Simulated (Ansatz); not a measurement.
# Pb (P6_3/mmc) in Ansatz: notebook

One crystal, Pb, is run at these levels: PBE; tasks: single point, equation of state.

Everything below comes from runs of Ansatz 0.2.0. Logs are shortened: lines on timing, memory, paths and dates and some standing lists are left out, and cuts for length are marked.

## (1) Starting point

The structure is hexagonal, space group P6_3/mmc (No. 194). Conventional cell: a = 3.480 Å, b = 3.480 Å, c = 5.590 Å, α = 90.00°, β = 90.00°, γ = 120.00°. Pb (site symmetry -6m2) is surrounded by 12 Pb at 3.44 to 3.48 Å.

This isn't the form of Pb at room conditions, which is fcc.

## (2) Single point, PBE, 27.55 Å³/atom (volume scaled by 0.94)

input.yaml reads:

```yaml
crystal:
  lattice:
    - [3.4089596583, 0.0, 0.0]
    - [-1.7044798292, 2.9522456646, 0.0]
    - [0.0, 0.0, 5.4758863477]
  atoms:
    - { symbol: Pb, position: [0.6666666667, 0.3333333333, 0.75] }
    - { symbol: Pb, position: [0.3333333333, 0.6666666667, 0.25] }
hamiltonian:
  xc: pbe
  pseudopotentials: { kind: paw }
kpoints:
  mp_grid: { grid: [9, 9, 5] }
scf:
  occupations: { method: fermi_dirac, width: 0.05 }
output:
  forces: true
  stress: true
  eigenvalues: true
  write_density: true
  write_potential: true
  elf: true
  volumetric_format: npy
```

Potentials or basis: Ansatz PAW.

Launch:

```console
$ ansatz run input.yaml --threads 2 --pin off --max-ram 5632MiB --backend cpu --events-out ev --progress --plain --runs-dir out
```

Log:

```text
Warning: RAYON_NUM_THREADS=2 ignored (pool sized by the plan → 2); use --threads N
Engine: ansatz 0.2.0, x86_64-unknown-linux-gnu
Pseudopotentials: kind: paw
Pseudopotential: Pb, paw, valence charge 14, recommended cutoff 420 eV (normal), Pb.paw.azcp
Functional definition: PBE
  parameter kappa = 0.804
  parameter beta = 0.06672455060314922
  exchange = pbe_x(kappa = kappa, mu = beta*pi^2/3)
  correlation = pbe_c(beta = beta)
Crystal: 2 atoms, lattice volume = 55.110 Å³
Basis set: ecut = 420 eV, 1087 PW (Γ), exchange–correlation on 48×48×80 points (8 copies of the dense FFT grid, shifted against one another)
Bands: 18, of which v1, the nominal top of the filled ones, is band 14 counted from 1 (13 counted from 0)
Symmetry: 24 space group operations
Space group: P63/mmc (ITA 194), of the structure as read, at distance tolerance 3.8e-5 Å
k-points: 36 of 405
Non-local potential: Pb, projectors of the file, l = 0: 2, l = 1: 2, l = 2: 2, l = 3: 2
PAW form: soft (Blöchl's): semilocal exchange-correlation on the pseudo side does not see the compensation charge
PAW one-centre angular grid: Pb, 590 points (default); XC on 64 Gauss nodes
Initial density: superposition of atomic densities (neutral atoms: chi_scale 0, normalization atom), corrected by the library's trained network
Initial wavefunctions: pseudopotential atomic-orbital guess
Functional: x = pbe(κ = 0.804, μ = 0.2195149727645171), c = pbe(β = 0.06672455060314922)
SCF iter   1: F=—  HF=-23812.585897 eV  |F-HF|=—  |Δ(HF+E_count)|=         —  Δρ=1.63e-3  dr2=2.04e-3  ethr=1.77e-3  ⟨swp⟩=6.5  Hψ=3254  notcnv=0
preconditioner: auto → Resta (q_TF=auto, 2.437 Å⁻¹)  ε∞=3.4  [insulator: Δε(μ)=0.172 eV  Ē_g=17.178 eV  σ=0.050 eV  W_gap=0.61  n_scr=22 (ndim 8)  ℏωp=26.5 eV  f_vac=0.000  D(μ)=0.92/eV (n_scr^D=2)  ε∞_Penn≈3.4]
SCF iter   2: F=—  HF=-23812.583642 eV  |F-HF|=—  |Δ(HF+E_count)|=   2.25e-3  Δρ=1.03e-3  dr2=7.62e-4  ethr=7.27e-6  ⟨swp⟩=2.1  Hψ=1393  notcnv=0
SCF iter   3: F=—  HF=-23812.583459 eV  |F-HF|=—  |Δ(HF+E_count)|=   1.83e-4  Δρ=4.34e-4  dr2=7.92e-5  ethr=2.72e-6  ⟨swp⟩=2.0  Hψ=1132  notcnv=0
SCF iter   4: F=—  HF=-23812.583431 eV  |F-HF|=—  |Δ(HF+E_count)|=   2.80e-5  Δρ=1.91e-4  dr2=1.40e-5  ethr=2.83e-7  ⟨swp⟩=2.8  Hψ=1159  notcnv=0
SCF iter   5: F=—  HF=-23812.583426 eV  |F-HF|=—  |Δ(HF+E_count)|=   4.73e-6  Δρ=6.34e-5  dr2=1.57e-6  ethr=5.00e-8  ⟨swp⟩=2.0  Hψ=1139  notcnv=0
SCF iter   6: F=—  HF=-23812.583425 eV  |F-HF|=—  |Δ(HF+E_count)|=   6.53e-7  Δρ=2.29e-5  dr2=2.02e-7  ethr=5.62e-9  ⟨swp⟩=2.1  Hψ=1056  notcnv=0
SCF iter   7: F=-23812.583425 eV  HF=-23812.583425 eV  |F-HF|=1.08e-8  |Δ(HF+E_count)|=   9.92e-8  Δρ=5.55e-6  dr2=1.08e-8  ethr=3.57e-10  ⟨swp⟩=9.9  Hψ=4426  notcnv=0
SCF 1 converged in 7 iterations: F = -23812.583425 eV  dr2 = 1.08e-8
SCF converged after 7 iterations
Free energy (F): -23812.583425 eV
Harris-Foulkes:  -23812.583425 eV  (|F-HF|=1.08e-8)
Internal energy: -23812.574912 eV  (E = F + TS)
E sigma→0 (E₀):  -23812.579169 eV
Entropy (-TS):   -0.008513 eV (-4.257 meV/atom)
Fermi energy:    12.428789 eV
--- Per-component energies (eV) ---
  E_band       = -34.565661
  E_kinetic    = 581.446300
  E_local      = -1902.063385  (includes V_loc(G=0)·N_el)
  E_nonlocal   = 699.338621
  E_hartree    = 762.110245
  E_xc         = -443.051188
  E_vxc        = -267.062056  (∫ρ·V_xc dr)
  E_paw        = -20811.718064  (= ΣΔE_a)
  E_vpaw       = -670.451064  (= ΣTr[D̂ρ^β])
  E_aug_tail   = 0.000094  (compensation charges beyond the density's cutoff)
  E_ewald      = -2698.637536
  E_smearing   = -0.008513  (= −TS)
  E_closure    = 0.000000  (closes the sum)
  Σ components = -23812.583425   (vs F -23812.583425, Δ=0.00e0)
--- Forces (eV/Å), atoms counted from 1 ---
  atom   1  Pb    -0.00000000     0.00000000     0.00000000
  atom   2  Pb     0.00000000    -0.00000000    -0.00000000
  max |Σ_I F_I| component: 4.63e-18 eV/Å
--- Stress (GPa, compression-positive) ---
        6.543642      -0.000000       0.000000
        0.000000       6.543642       0.000000
        0.000000       0.000000      11.550010
  P = ⅓ Tr σ = 8.2124 GPa (82.124 kbar)
--- Band table (eV; the first three rows and the last of 36) ---
  k-point 0: bands = ["-4.7696", "-4.6971", "-4.6968", "-4.6968", "-4.6659", "-4.6659", "-4.6036", "-4.6036", "-4.3692", "-4.3692", "0.0134", "4.4039", "7.8090", "18.3735", "18.3735", "20.4190", "20.4190", "21.1607"]
  k-point 1: bands = ["-4.7590", "-4.7146", "-4.7146", "-4.6996", "-4.6788", "-4.6788", "-4.5604", "-4.5604", "-4.3816", "-4.3816", "0.2318", "3.4116", "9.2499", "18.5482", "18.5482", "18.7841", "20.2176", "20.2176"]
  k-point 2: bands = ["-4.7345", "-4.7228", "-4.7228", "-4.7113", "-4.7056", "-4.7056", "-4.4859", "-4.4859", "-4.4211", "-4.4211", "0.8923", "1.9873", "12.0090", "15.2795", "19.0308", "19.0308", "19.6757", "19.6757"]
  k-point 35: bands = ["-4.7599", "-4.7599", "-4.6872", "-4.5693", "-4.5576", "-4.5576", "-4.5323", "-4.5291", "-4.3619", "-4.3619", "5.4393", "5.4393", "9.7567", "9.7567", "10.2371", "11.3103", "17.4895", "17.4895"]
```

Run time: 1.7 s. Hardware: 2 threads of Intel Xeon at 2.70GHz, shared host; peak memory 0.36 GiB.

What came out:

```
Free energy            : -23812.5834 eV
Pressure               : 8.2 GPa
Band gap on the k mesh : none (metal or under the smearing width)
```

## (3) Single point, PBE, 28.14 Å³/atom (volume scaled by 0.96)

input.yaml, as its differences from that of step 2:

```diff
@@ -2,5 +2,5 @@
   lattice:
-    - [3.4089596583, 0.0, 0.0]
-    - [-1.7044798292, 2.9522456646, 0.0]
-    - [0.0, 0.0, 5.4758863477]
+    - [3.4329672075, 0.0, 0.0]
+    - [-1.7164836037, 2.9730368121, 0.0]
+    - [0.0, 0.0, 5.5144501982]
   atoms:
@@ -19,5 +19 @@
   eigenvalues: true
-  write_density: true
-  write_potential: true
-  elf: true
-  volumetric_format: npy
```

Potentials or basis: Ansatz PAW.

Launch:

```console
$ ansatz run input.yaml --threads 2 --pin off --max-ram 5632MiB --backend cpu --events-out ev --progress --plain --runs-dir out
```

Run time: 1.5 s. Hardware: 2 threads of Intel Xeon at 2.70GHz, shared host; peak memory 0.35 GiB.

The run converged. Its results:

```
Free energy            : -23812.6379 eV
Pressure               : 6.7 GPa
Band gap on the k mesh : none (metal or under the smearing width)
```

## (4) Single point, PBE, 28.73 Å³/atom (volume scaled by 0.98)

input.yaml, as its differences from that of step 3:

```diff
@@ -2,5 +2,5 @@
   lattice:
-    - [3.4329672075, 0.0, 0.0]
-    - [-1.7164836037, 2.9730368121, 0.0]
-    - [0.0, 0.0, 5.5144501982]
+    - [3.4566435916, 0.0, 0.0]
+    - [-1.7283217958, 2.9935411621, 0.0]
+    - [0.0, 0.0, 5.552482091]
   atoms:
```

Launch:

```console
$ ansatz run input.yaml --threads 2 --pin off --max-ram 5632MiB --backend cpu --events-out ev --progress --plain --runs-dir out
```

It took 1.4 s on 2 threads of Intel Xeon at 2.70GHz, shared host; peak memory 0.35 GiB.

The run converged. Its results:

```yaml
Free_energy: -23812.6818 eV
Pressure: 5.3 GPa
Band_gap_on_the_k_mesh: none (metal or under the smearing width)
```

## (5) Single point, PBE, 29.31 Å³/atom

input.yaml, as its differences from that of step 4:

```diff
@@ -2,5 +2,5 @@
   lattice:
-    - [3.4566435916, 0.0, 0.0]
-    - [-1.7283217958, 2.9935411621, 0.0]
-    - [0.0, 0.0, 5.552482091]
+    - [3.48, 0.0, 0.0]
+    - [-1.74, 3.0137684052, 0.0]
+    - [0.0, 0.0, 5.59]
   atoms:
```

Launch:

```console
$ ansatz run input.yaml --threads 2 --pin off --max-ram 5632MiB --backend cpu --events-out ev --progress --plain --runs-dir out
```

Run time: 1.3 s. Hardware: 2 threads of Intel Xeon at 2.70GHz, shared host; peak memory 0.36 GiB.

It converged, with:

| Item | Value |
| --- | --- |
| Free energy | -23812.7163 eV |
| Pressure | 4.1 GPa |
| Band gap on the k mesh | none (metal or under the smearing width) |

## (6) Single point, PBE, 29.90 Å³/atom (volume scaled by 1.02)

input.yaml, as its differences from that of step 5:

```diff
@@ -2,5 +2,5 @@
   lattice:
-    - [3.48, 0.0, 0.0]
-    - [-1.74, 3.0137684052, 0.0]
-    - [0.0, 0.0, 5.59]
+    - [3.5030470293, 0.0, 0.0]
+    - [-1.7515235146, 3.033727718, 0.0]
+    - [0.0, 0.0, 5.6270209464]
   atoms:
```

Potentials or basis: Ansatz PAW.

Launch:

```console
$ ansatz run input.yaml --threads 2 --pin off --max-ram 5632MiB --backend cpu --events-out ev --progress --plain --runs-dir out
```

Run time: 1.5 s. Hardware: 2 threads of Intel Xeon at 2.70GHz, shared host; peak memory 0.35 GiB.

It converged, with:

```yaml
Free_energy: -23812.7426 eV
Pressure: 3.1 GPa
Band_gap_on_the_k_mesh: none (metal or under the smearing width)
```

## (7) Single point, PBE, 30.49 Å³/atom (volume scaled by 1.04)

input.yaml, as its differences from that of step 6:

```diff
@@ -2,5 +2,5 @@
   lattice:
-    - [3.5030470293, 0.0, 0.0]
-    - [-1.7515235146, 3.033727718, 0.0]
-    - [0.0, 0.0, 5.6270209464]
+    - [3.5257947253, 0.0, 0.0]
+    - [-1.7628973626, 3.0534278007, 0.0]
+    - [0.0, 0.0, 5.6635610674]
   atoms:
```

Launch:

```console
$ ansatz run input.yaml --threads 2 --pin off --max-ram 5632MiB --backend cpu --events-out ev --progress --plain --runs-dir out
```

It took 1.6 s on 2 threads of Intel Xeon at 2.70GHz, shared host; peak memory 0.35 GiB.

The run converged. Its results:

```yaml
Free_energy: -23812.7615 eV
Pressure: 2.1 GPa
Band_gap_on_the_k_mesh: none (metal or under the smearing width)
```

## (8) Single point, PBE, 31.07 Å³/atom (volume scaled by 1.06)

input.yaml, as its differences from that of step 7:

```diff
@@ -2,5 +2,5 @@
   lattice:
-    - [3.5257947253, 0.0, 0.0]
-    - [-1.7628973626, 3.0534278007, 0.0]
-    - [0.0, 0.0, 5.6635610674]
+    - [3.548252622, 0.0, 0.0]
+    - [-1.774126311, 3.0728769098, 0.0]
+    - [0.0, 0.0, 5.6996356773]
   atoms:
```

Launch:

```console
$ ansatz run input.yaml --threads 2 --pin off --max-ram 5632MiB --backend cpu --events-out ev --progress --plain --runs-dir out
```

Wall time 1.6 s (2 threads of Intel Xeon at 2.70GHz, shared host); peak memory 0.35 GiB.

The run converged. Its results:

```yaml
Free_energy: -23812.7739 eV
Pressure: 1.3 GPa
Band_gap_on_the_k_mesh: none (metal or under the smearing width)
```

## (9) Equation of state, PBE

Potentials or basis: Ansatz PAW.

This step only gathers the single runs of the series.

Results:

```yaml
Equilibrium_volume: "32.13 Å³/atom (rough: see the caveat)"
Bulk_modulus_at_fixed_shape_and_positions: 35 GPa (rough)
```

Energy against volume, from the lowest point:
```csv
volume (Å³/atom),energy (meV/atom)
27.555,95.25
28.141,68.03
28.727,46.08
29.314,28.80
29.900,15.66
30.486,6.20
31.073,0.00
```

Caveat: the minimum lies outside the volumes run; the cell was scaled at fixed shape and fractional positions, which overstates the stiffness of a crystal with free parameters, most of all of layers and chains.
